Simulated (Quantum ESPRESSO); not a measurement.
Crystal: Cu2O (Cuprite).

```xyz
6
Lattice="4.2600 0.0000 0.0000 0.0000 4.2600 0.0000 0.0000 0.0000 4.2600" Properties=species:S:1:pos:R:3 pbc="T T T"
Cu    3.1950    1.0650    3.1950
Cu    3.1950    3.1950    1.0650
Cu    1.0650    3.1950    3.1950
Cu    1.0650    1.0650    1.0650
O     2.1300    2.1300    2.1300
O     0.0000    0.0000    0.0000
```

Base run:

- Program: Quantum ESPRESSO 7.5
- Functional: LDA
- Potentials or basis: SSSP 1.3 efficiency PBE
- Cutoff: 748 eV
- Density cutoff: 5987 eV
- k mesh: 6 × 6 × 6
- Occupations: fermi-dirac, width 0.05 eV
- Spin: no spin polarisation

Its results: band gap on the k mesh 0.54 eV, direct; pressure -8.2 GPa.

**Question.** The run is repeated on the same cell with these changes: hubbard terms from none to Cu d U = 2 eV. What comes out?

**Answer.** Band gap on the k mesh 0.68 eV, direct; pressure -6.4 GPa.

The U term pushes filled and empty states of the shell apart.

Caveats: the potentials were made for another functional, which shifts forces and pressure.

A k mesh can miss the band edges.
